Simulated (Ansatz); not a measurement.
# Stack of 1T-GeClBr under honeycomb BP, shifted by a third of the diagonal in a perpendicular field, part 2 of 3

What dipole does a perpendicular field induce in the stack of 1T-GeClBr under honeycomb BP, shifted by a third of the diagonal, and does the gap follow? A positive field points along +c.

Ansatz 0.2.0; plane-wave DFT, LDA, Ansatz PAW (the session's first sound run).

So far. Step 2 (Relaxation): The lattice constant a goes from 3.187 to 3.341 Å.

## (3) Single point, field 0

A sawtooth potential applies the field, turning back in the middle of the vacuum. With the dipole correction the typed value is the field outside the slab. The induced dipole is small, so the SCF threshold is tight.

The cell differs from the one that the last finished run ended in (c 42.634 → 24.811 Å).

input.yaml

```yaml
crystal:
  lattice:
    - [3.3412764276, 0.0, 0.0]
    - [-1.6706382138, 2.8936302673, 0.0]
    - [0.0, 0.0, 24.8108224518]
  atoms:
    - { symbol: Br, position: [0.6666666667, 0.3333333333, 0.3627449278] }
    - { symbol: Ge, position: [0.0, 0.0, 0.4388304943] }
    - { symbol: Cl, position: [0.3333333333, 0.6666666667, 0.508432124] }
    - { symbol: P, position: [0.0, 0.0, 0.636965416] }
    - { symbol: B, position: [0.6666666667, 0.3333333333, 0.6372550722] }
kpoints:
  mp_grid: { grid: [18, 18, 1] }
  band_path:
    path: [[0, 0, 0], [0.5, 0, 0], [0.33333333, 0.33333333, 0], [0, 0, 0]]
    npoints: 16
hamiltonian:
  xc: lda
scf:
  occupations: { method: fermi_dirac, width: 0.02585 }
  convergence: { dr2_threshold: 1.0e-10 }
efield:
  axis: 3
  dipole_correction: true
  ramp_position: 0.97
  ramp_width: 0.06
  amplitude: 0
output:
  dos: { projected: true, e_range: [-6, 5] }
  bader: true
  write_potential: true
  write_density: true
  volumetric_format: npy
  elf: true
```

Command:

```sh
ansatz run input.yaml --threads 4 --pin off --max-ram 6144MiB --backend cpu --events-out ev --progress --plain --runs-dir out
```

Numbers of over 12 decimals in the logs are rounded to 6 here.

What it wrote:

```text
[...]
Crystal: 5 atoms, lattice volume = 239.881 Å³
Basis set: ecut = 420 eV, 4727 PW (Γ)
Bands: 23, of which v1, the nominal top of the filled ones, is band 18 counted from 1 (17 counted from 0)
Symmetry: 6 space group operations
[...]
k-points: 37 of 324 (time reversal used)
[...]
SCF iter   1: F=—  HF=-8830.262109 eV  |F-HF|=—  |Δ(HF+E_count)|=         —  Δρ=4.50e-3  dr2=7.62e-2  ethr=1.77e-3  p=0.021 e·Å  D=1.58e-2 V/Å  ΔV_dip=-0.39 eV  dr2_dipole=1.23e-4  V_vac-E_F(+/−)=4.86/5.25 eV  ⟨swp⟩=11.4  Hψ=5859  notcnv=0
efield: sawtooth ramp at fractional position 0.9700 (set: `efield.ramp_position`, or a place that a band, a saddle search or an elastic batch's reference lends), width 0.0600; the density the first Hamiltonian is built on has a dipole p = 0.021 e·Å; the dipole correction subtracts the counter field D = 1.58e-2 V/Å, which shifts the + side's vacuum level by -0.39 eV against the − side's; the planar-averaged density in the ramp window peaks in size at 4.7e-5 e/Å³
[...]
SCF iter   2: F=—  HF=-8830.275811 eV  |F-HF|=—  |Δ(HF+E_count)|=   1.37e-2  Δρ=3.55e-3  dr2=2.13e-1  ethr=2.12e-4  p=0.030 e·Å  D=2.26e-2 V/Å  ΔV_dip=-0.56 eV  dr2_dipole=5.18e-2  V_vac-E_F(+/−)=4.96/5.53 eV  ⟨swp⟩=3.6  Hψ=1921  notcnv=0  defer=34  recentre
[...]
SCF iter  15: F=-8830.246656 eV  HF=-8830.246656 eV  |F-HF|=5.46e-12  |Δ(HF+E_count)|=  1.82e-11  Δρ=3.55e-8  dr2=1.26e-11  ethr=1.00e-12  p=-0.015 e·Å  D=-1.10e-2 V/Å  ΔV_dip=0.27 eV  dr2_dipole=1.41e-12  V_vac-E_F(+/−)=5.09/4.82 eV  ⟨swp⟩=8.7  Hψ=2287  notcnv=0
SCF 1 converged in 15 iterations: F = -8830.246656 eV  dr2 = 1.26e-11
[...]
NSCF: frozen V_eff on 49 k-points
efield: sawtooth ramp at fractional position 0.9700 (kept from the solve that this one continues, or follows in the run), width 0.0600; the density the first Hamiltonian is built on has a dipole p = -0.015 e·Å; the dipole correction subtracts the counter field D = -1.10e-2 V/Å, which shifts the + side's vacuum level by +0.27 eV against the − side's; the planar-averaged density in the ramp window peaks in size at 9.7e-6 e/Å³
[...]
SCF converged after 15 iterations
Free energy (F): -8830.246656 eV
[...]
Internal energy: -8830.246656 eV  (E = F + TS)
E sigma→0 (E₀):  -8830.246656 eV
Fermi energy:    -0.210281 eV
Dipole field:    D = -0.010978 V/Å  (p = -0.014553 e·Å, saw-weighted, corrected)
Work function:   Φ+ = 5.0896 eV   Φ− = 4.8173 eV
Levels:          The Fermi level and band energies are counted from a zero that moves with the ramp; work functions are not
[...]
--- Band table (eV; the first three rows and the last of 37) ---
  k-point 0: bands = [... 14 lower, -2.3410, -1.7097, -1.7097, -1.6008, 2.2960, 3.5169, 3.6112, 3.6112, ... 1 higher]
  k-point 1: bands = [... 14 lower, -2.4238, -2.0869, -1.7564, -1.4020, 2.4645, 3.3340, 3.4182, 3.6395, ... 1 higher]
  k-point 2: bands = [... 14 lower, -2.7335, -2.6429, -1.8849, -1.2511, 2.6471, 2.9865, 3.1590, 3.6289, ... 1 higher]
  k-point 36: bands = [... 14 lower, -4.5371, -4.2526, -2.5196, -0.6259, 0.2053, 1.0718, 1.3741, 3.3625, ... 1 higher]
--- Bader charges: 5 sites ---
  site symbol  charge [e]  shift [e]
     0     Br     -0.4223     0.0000
     1     Ge      0.9280     0.0004
     2     Cl     -0.5276     0.0003
     3      P     -0.4434     0.0060
     4      B      0.4652     0.0060
  estimated error of the sums over rays = 4.1e-4 e
```

The job ended after 22 s (4 threads of Arm Neoverse V1, shared host; peak memory 0.64 GiB).

Reading the cycles: dr2 is the Hartree energy of the density residual (eV), the measure of convergence; HF is the Harris–Foulkes estimate of the energy, which meets the free energy F at convergence.

Numbers from this step:

```yaml
dipole_along_the_normal: -0.01455 e·Å
gap_along_the_path: 0.8312 eV
smallest_direct_gap_along_the_path: 0.8312 eV
step_between_the_vacuum_levels: 0.2724 eV
ionisation_energy_upper_face: 5.505 eV
electron_affinity_upper_face: 4.674 eV
ionisation_energy_lower_face: 5.233 eV
gap_the_smaller_of_path_and_mesh: 0.8312 eV
```

Running mean over a fixed 2.6 Å (it still follows the layers) of the planar mean; the ramp of the sawtooth is left out. The electron's electrostatic potential energy less the Fermi level by z:

```tsv
z (Å)	electron's electrostatic potential energy less the Fermi level (eV)
3.5	4.82
4.0	4.82
4.5	4.82
5.0	4.82
5.5	4.81
6.0	4.78
6.5	4.66
7.0	4.06
7.5	1.70
8.0	-1.63
8.5	-3.76
9.0	-5.17
9.5	-7.25
10.0	-8.05
10.5	-6.55
11.0	-5.72
11.5	-6.66
12.0	-6.01
12.5	-3.59
13.0	-1.65
13.5	-0.386
14.0	0.468
14.5	-1.53
15.0	-4.86
15.5	-6.18
16.0	-6.28
16.5	-5.28
17.0	-1.88
17.5	2.44
18.0	4.43
18.5	4.94
19.0	5.06
19.5	5.08
20.0	5.09
20.5	5.09
21.0	5.09
21.5	5.09
```

The density of states has structure finer than the step of the table below, so its rows give means over 0.2 eV, whole bins alone (the curve runs from -6 to 2.41 eV). Peaks (eV: height): -5.48: 11.9, -5.01: 4.73, -4.35: 10.9, -4.02: 7.44, -3.90: 8.19, -3.02: 5.11, 1.31: 6.39.

Table of density of states by energy, zero at the Fermi level of the run, which the smearing sets inside the gap; means over each step:

```tsv
energy (eV)	density of states (states/eV a cell)
-5.8	1.85
-5.6	2.89
-5.4	4.96
-5.2	3.37
-5.0	3.43
-4.8	2.05
-4.6	2.37
-4.4	5.78
-4.2	4.68
-4.0	4.78
-3.8	3.69
-3.6	2.80
-3.4	2.72
-3.2	3.16
-3.0	3.54
-2.8	2.44
-2.6	2.29
-2.4	3.25
-2.2	3.72
-2.0	2.17
-1.8	1.92
-1.6	2.64
-1.4	2.06
-1.2	1.96
-1.0	1.90
-0.8	0.338
-0.6	0.253
-0.4	0.0280
-0.2	0
0.0	0
0.2	0
0.4	0.0320
0.6	0.297
0.8	1.05
1.0	1.82
1.2	2.67
1.4	3.51
1.6	2.35
1.8	1.96
2.0	1.78
2.2	2.22
```

Projected DOS per atom over height of the atomic layer and energy from the Fermi level. Layers: Br Ge Cl BP from below.

Ten even steps from '_' (0.00 states/eV) to '@' (2.11 states/eV), each cell a mean:
```
__--__::
__==__..
::**....
..--....
______..
________
________
________
________
::..::..
--......
==......
**::::::
==__::::
--__++::
--__==::
==..**--
@@..%%::
::..--..
--..++..
++--##..
....::..
```
Columns: height of the atomic layer (Å) from 9 to 15.8 (not evenly spaced); rows upwards: energy from the Fermi level (eV) from -5.96 to 2.41.

The electronic bands at the labelled points (eV, zero at the Fermi level of the run, which the smearing sets inside the gap):

```tsv
point	band 15	band 16	band 17	band 18	band 19	band 20	band 21	band 22
Γ	-2.13	-1.50	-1.50	-1.39	2.51	3.73	3.82	3.82
halfway	-3.17	-2.96	-2.16	-1.31	1.58	2.65	3.47	3.62
M	-3.81	-2.67	-2.60	-1.35	0.78	1.30	1.99	2.64
halfway	-4.23	-3.74	-2.20	-1.03	0.87	1.23	2.17	3.30
K	-4.33	-4.04	-2.31	-0.42	0.42	1.28	1.58	3.57
halfway	-3.69	-3.01	-2.65	-1.22	1.81	2.56	3.68	3.83
Γ	-2.13	-1.50	-1.50	-1.39	2.51	3.73	3.82	3.82
```

Electrostatic potential energy in the ca plane at fractional y = 0.333, with atoms of Br and B within 0.2 Å of it. With pseudopotentials it is smooth inside the atoms' cores, unlike the true potential.

Values in eV, 5 rows by 16 columns, each cell a mean:
```
 -8 -34  -3  -1   2   4   4  -4 -14   3   5   5   5   5   5   5
-24 -56 -10   1   3   4   4 -18 -43   1   5   5   5   5   5   5
 -9 -35  -3   0   2   4   4  -5 -15   3   5   5   5   5   5   5
  3   0  -2  -6  -2   0   4  -1  -4   3   5   5   5   5   5   5
  3   1  -2  -7  -2   0   4  -1  -5   3   5   5   5   5   5   5
```
Columns run along c (16.0 Å, from fractional 0.31 to 0.96 of the cell; values clipped at the 3rd and 97th percentile), rows up along a (3.3 Å). Atoms in or near the plane, at fractional coordinates: Br at (0.36, 0.67), B at (0.64, 0.67).

Valence density in the ca plane at fractional y = 0.333, with atoms of Br and B within 0.2 Å of it. It is the smooth field of the valence electrons, not physical close to the nuclei.

Ten even steps from '0' (0.0 e/Å³) to '9' (1.1 e/Å³), each cell a mean:
```
00000247863211111111000013553100000000000000
00001499996210000000000014664200000000000000
00001595387310000000000024444200000000000000
00001597697210000000000024554200000000000000
00000379985211001110000013563100000000000000
00000124542222112221000013443100000000000000
00000011111123223443100012332100000000000000
00000001111133333553100012332100000000000000
00000012221122222332100012442100000000000000
```
Columns run along c (16.0 Å, from fractional 0.25 to 0.90 of the cell), rows up along a (3.3 Å). Atoms in or near the plane, at fractional coordinates: Br at (0.36, 0.67), B at (0.64, 0.67).

ELF in the ca plane at fractional y = 0.333, with atoms of Br and B within 0.2 Å of it. It is the smooth field of the valence electrons, not physical close to the nuclei.

Ten even steps from '0' (0.00) to '9' (0.87), each cell a mean:
```
00000000013689999743322345310037899863100000
00000000024799548852100011000146655653100000
00000000025897004862000000000135201453100000
00000000025898216862000000000135422553100000
00000000014799889842211233210036888763100000
00000000001468997533332467630036898863100000
00000000000013333234434689851036777653200000
00000000000001111234444699851035666654200000
00000000000246775334433588740036888763200000
```
Columns run along c (16.0 Å, from fractional 0.15 to 0.80 of the cell), rows up along a (3.3 Å). Atoms in or near the plane, at fractional coordinates: Br at (0.36, 0.67), B at (0.64, 0.67).

The gap is 0.83 eV, with the valence edge 5.51 eV and the conduction edge 4.67 eV under the upper vacuum level.

## (4) Single point, field 0.1 V/Å

input.yaml, as its differences from that of step 3:

```diff
@@ -26,6 +26,4 @@
   ramp_width: 0.06
-  amplitude: 0
+  amplitude: 0.1
 output:
-  dos: { projected: true, e_range: [-6, 5] }
-  bader: true
   write_potential: true
@@ -33,2 +31 @@
   volumetric_format: npy
-  elf: true
```

What it wrote:

```text
[...]
Crystal: 5 atoms, lattice volume = 239.881 Å³
Basis set: ecut = 420 eV, 4727 PW (Γ)
Bands: 23, of which v1, the nominal top of the filled ones, is band 18 counted from 1 (17 counted from 0)
Symmetry: 6 space group operations
[...]
k-points: 37 of 324 (time reversal used)
[...]
k-point 0: bands = [... 14 lower, -2.2811, -1.7487, -1.7487, -1.6292, 2.2579, 3.5836, 3.6059, 3.6059, ... 1 higher]
  k-point 1: bands = [... 14 lower, -2.3641, -2.1244, -1.7953, -1.4322, 2.4254, 3.3268, 3.4551, 3.6130, ... 1 higher]
  k-point 2: bands = [... 14 lower, -2.7710, -2.5836, -1.9236, -1.2811, 2.6080, 2.9553, 3.2185, 3.5996, ... 1 higher]
  k-point 36: bands = [... 14 lower, -4.5634, -4.2884, -2.5481, -0.5674, 0.2592, 1.0418, 1.3494, 3.3315, ... 1 higher]
[key lines of the parts left out:]
SCF converged after 15 iterations
Free energy (F): -8830.247420 eV
Fermi energy:    -0.154098 eV
Dipole field:    D = 0.022513 V/Å  (p = 0.029845 e·Å, saw-weighted, corrected)
```

Elapsed: 13 s, on 4 threads; peak memory 0.61 GiB.

The dipole is 0.0298 e·Å, 0.0444 e·Å from its value without field, and the gap 0.827 eV.

## (5) Single point, field -0.1 V/Å

input.yaml, as its differences from that of step 4:

```diff
@@ -26,3 +26,3 @@
   ramp_width: 0.06
-  amplitude: 0.1
+  amplitude: -0.1
 output:
```

What it wrote:

```text
[...]
Crystal: 5 atoms, lattice volume = 239.881 Å³
Basis set: ecut = 420 eV, 4727 PW (Γ)
Bands: 23, of which v1, the nominal top of the filled ones, is band 18 counted from 1 (17 counted from 0)
Symmetry: 6 space group operations
[...]
k-points: 37 of 324 (time reversal used)
[...]
k-point 0: bands = [... 14 lower, -2.4024, -1.6708, -1.6708, -1.5725, 2.3315, 3.4426, 3.5752, 3.5752, ... 1 higher]
  k-point 1: bands = [... 14 lower, -2.4851, -2.0494, -1.7176, -1.3719, 2.5006, 3.2966, 3.4188, 3.6610, ... 1 higher]
  k-point 2: bands = [... 14 lower, -2.7037, -2.6959, -1.8463, -1.2213, 2.6829, 3.0154, 3.0984, 3.6580, ... 1 higher]
  k-point 36: bands = [... 14 lower, -4.5109, -4.2168, -2.4916, -0.6857, 0.1489, 1.1016, 1.3996, 3.3932, ... 1 higher]
[key lines of the parts left out:]
SCF converged after 13 iterations
Free energy (F): -8830.250328 eV
Fermi energy:    -0.268375 eV
Dipole field:    D = -0.044398 V/Å  (p = -0.058858 e·Å, saw-weighted, corrected)
```

Run time: 12 s. Hardware: 4 threads; peak memory 0.61 GiB.

The dipole is -0.0589 e·Å, -0.0443 e·Å from its value without field, and the gap 0.835 eV.

## (6) Atoms held, field 0.2 V/Å

input.yaml, as its differences from that of step 5:

```diff
@@ -26,3 +26,3 @@
   ramp_width: 0.06
-  amplitude: -0.1
+  amplitude: 0.2
 output:
```

What it wrote:

```text
[...]
Crystal: 5 atoms, lattice volume = 239.881 Å³
Basis set: ecut = 420 eV, 4727 PW (Γ)
Bands: 23, of which v1, the nominal top of the filled ones, is band 18 counted from 1 (17 counted from 0)
Symmetry: 6 space group operations
[...]
k-points: 37 of 324 (time reversal used)
[...]
k-point 0: bands = [... 14 lower, -2.2231, -1.7876, -1.7876, -1.6575, 2.2169, 3.5829, 3.5829, 3.6252, ... 1 higher]
  k-point 1: bands = [... 14 lower, -2.3061, -2.1618, -1.8342, -1.4623, 2.3827, 3.2962, 3.5073, 3.5849, ... 1 higher]
  k-point 2: bands = [... 14 lower, -2.8081, -2.5259, -1.9622, -1.3111, 2.5649, 2.9222, 3.2764, 3.5702, ... 1 higher]
  k-point 36: bands = [... 14 lower, -4.5896, -4.3242, -2.5768, -0.5104, 0.3103, 1.0116, 1.3257, 3.3004, ... 1 higher]
[key lines of the parts left out:]
SCF converged after 15 iterations
Free energy (F): -8830.252629 eV
Fermi energy:    -0.100054 eV
Dipole field:    D = 0.056085 V/Å  (p = 0.074351 e·Å, saw-weighted, corrected)
```

Elapsed: 13 s, on 4 threads; peak memory 0.61 GiB.

The dipole is 0.0744 e·Å, 0.0889 e·Å from its value without field, and the gap 0.821 eV.

## (7) Single point, field -0.2 V/Å

input.yaml, as its differences from that of step 6:

```diff
@@ -26,3 +26,3 @@
   ramp_width: 0.06
-  amplitude: 0.2
+  amplitude: -0.2
 output:
```

What it wrote:

```text
[...]
Crystal: 5 atoms, lattice volume = 239.881 Å³
Basis set: ecut = 420 eV, 4727 PW (Γ)
Bands: 23, of which v1, the nominal top of the filled ones, is band 18 counted from 1 (17 counted from 0)
Symmetry: 6 space group operations
[...]
k-points: 37 of 324 (time reversal used)
[...]
k-point 0: bands = [... 14 lower, -2.4655, -1.6321, -1.6321, -1.5443, 2.3643, 3.3477, 3.5191, 3.5191, ... 1 higher]
  k-point 1: bands = [... 14 lower, -2.5480, -2.0121, -1.6789, -1.3420, 2.5336, 3.2349, 3.4246, 3.5878, ... 1 higher]
  k-point 2: bands = [... 14 lower, -2.7656, -2.6583, -1.8079, -1.1917, 2.7150, 3.0316, 3.0464, 3.6867, ... 1 higher]
  k-point 36: bands = [... 14 lower, -4.4847, -4.1812, -2.4641, -0.7466, 0.0903, 1.1311, 1.4256, 3.4236, ... 1 higher]
[key lines of the parts left out:]
SCF converged after 15 iterations
Free energy (F): -8830.258426 eV
Fermi energy:    -0.328191 eV
Dipole field:    D = -0.077774 V/Å  (p = -0.103102 e·Å, saw-weighted, corrected)
```

Run time: 13 s. Hardware: 4 threads; peak memory 0.61 GiB; 49 s of CPU time.

The dipole is -0.103 e·Å, -0.0885 e·Å from its value without field, and the gap 0.837 eV.

## (8) Single point, field 0.35 V/Å

input.yaml, as its differences from that of step 7:

```diff
@@ -26,4 +26,6 @@
   ramp_width: 0.06
-  amplitude: -0.2
+  amplitude: 0.35
 output:
+  dos: { projected: true, e_range: [-6, 5] }
+  bader: true
   write_potential: true
@@ -31 +33,2 @@
   volumetric_format: npy
+  elf: true
```

What it wrote:

```text
[...]
Crystal: 5 atoms, lattice volume = 239.881 Å³
Basis set: ecut = 420 eV, 4727 PW (Γ)
Bands: 23, of which v1, the nominal top of the filled ones, is band 18 counted from 1 (17 counted from 0)
Symmetry: 6 space group operations
[...]
k-points: 37 of 324 (time reversal used)
[...]
k-point 36: bands = [... 14 lower, -4.6286, -4.3778, -2.6202, -0.4281, 0.3811, 0.9663, 1.2927, 3.2535, ... 1 higher]
--- Bader charges: 5 sites ---
  site symbol  charge [e]  shift [e]
     0     Br     -0.4366     0.0000
     1     Ge      0.9278     0.0004
     2     Cl     -0.5210     0.0003
     3      P     -0.4378     0.0060
     4      B      0.4676     0.0060
  estimated error of the sums over rays = 4.2e-4 e
[key lines of the parts left out:]
SCF converged after 16 iterations
Free energy (F): -8830.268801 eV
Fermi energy:    -0.023586 eV
Dipole field:    D = 0.106618 V/Å  (p = 0.141340 e·Å, saw-weighted, corrected)
```

The job ended after 22 s (4 threads; peak memory 0.62 GiB; 88 s of CPU time).

The dipole is 0.141 e·Å, 0.156 e·Å from its value without field, and the gap 0.809 eV.

## (9) Response, atoms held

This step: plane-wave DFT, LDA, Ansatz PAW; response to a field along the normal, atoms held (Ansatz 0.2.0).

The dipoles give the slope, and the difference of two potentials shows where the field is screened.

This step gave:

* equivalent conductor thickness p/(ε₀AE): 8.301 Å
* distance between the outer atoms: 6.811 Å

Table of dipole of the cell by applied field:

```tsv
applied field (V/Å)	dipole of the cell (e·Å)
-0.200	-0.103
-0.100	-0.0589
0.000	-0.0146
0.100	0.0298
0.200	0.0744
0.350	0.141
```

Local field over the applied field, running mean. From the potentials at -0.1 and 0.1 V/Å; running mean over 2.5 Å. The local field over applied field by z:

```tsv
z (Å)	local field over applied field
4.5	0.999
5.0	0.996
5.5	0.989
6.0	0.969
6.5	0.917
7.0	0.809
7.5	0.646
8.0	0.464
8.5	0.289
9.0	0.150
9.5	0.0721
10.0	0.0506
10.5	0.0510
11.0	0.0557
11.5	0.0594
12.0	0.0803
12.5	0.140
13.0	0.221
13.5	0.284
14.0	0.302
14.5	0.282
15.0	0.222
15.5	0.159
16.0	0.172
16.5	0.285
17.0	0.449
17.5	0.628
18.0	0.797
18.5	0.911
19.0	0.967
19.5	0.989
20.0	0.997
20.5	0.999
```

The induced electron density oscillates, so the rows of the table below give means over windows of 1 Å about each position, cut where the curve ends. Its maxima inside the range that stand out by 2 % of the span (Å: e/Å³ per V/Å): 8.0: 0.00378, 11.0: 1.7e-4, 11.9: 2.6e-4, 14.7: 0.00257, 16.0: 4.2e-4. Its minima: 9.9: -5.7e-4, 11.4: 1.6e-5, 13.4: -0.00239, 15.6: -2.7e-4, 17.0: -0.00383.

Electrons, planar mean, per unit field. Table of induced electron density by z; means over each step:

```tsv
z (Å)	induced electron density (e/Å³ per V/Å)
5	1.8e-5
6	1.7e-4
7	0.00121
8	0.00322
9	8.1e-4
10	-2.8e-4
11	5.8e-5
12	-1.7e-5
13	-0.00171
14	2.6e-5
15	0.00164
16	-3.4e-4
17	-0.00331
18	-0.00131
19	-1.8e-4
20	-1.7e-5
```

The smaller of the gaps on the path and on the k-mesh, counted as 0 under 0.03 eV. The gap by applied field:

```tsv
applied field (V/Å)	gap (eV)
-0.200	0.837
-0.100	0.835
0.000	0.831
0.100	0.827
0.200	0.821
0.350	0.809
```

By hand: between -0.1 and 0.1 V/Å the dipole changes by 0.08870 e·Å, a slope of 0.4435 e·Å²/V. A perfect conductor of thickness t has p = ε₀AEt, so t = 180.95 × 0.4435 / 9.668 = 8.30 Å (e/ε₀ = 180.95 V·Å, A in Å²).

The induced dipole is that of a conductor 8.30 Å thick.

(Continued in part 3 of 3.)

[Logs are printed without paths, hosts, clocks, repeated set-up lines and the standing remarks that a program may print on its own settings, such as how far it seeks lower states.]

[Hosts, paths, dates, database ids (printed as entryN), source tags and the programs' standing remarks are cut or masked in the printed files.]

[Maps of the electrostatic potential energy from Ansatz leave out the sawtooth potential of an applied field or a dipole correction, so their vacuum need not be flat; planar profiles and work functions include it.]

[The density of states shown here was stored with 400 of the rows of the run's finer table, so its peaks can read low, often by over a quarter, or be missed, and its means over a window can be off by a tenth or more.]
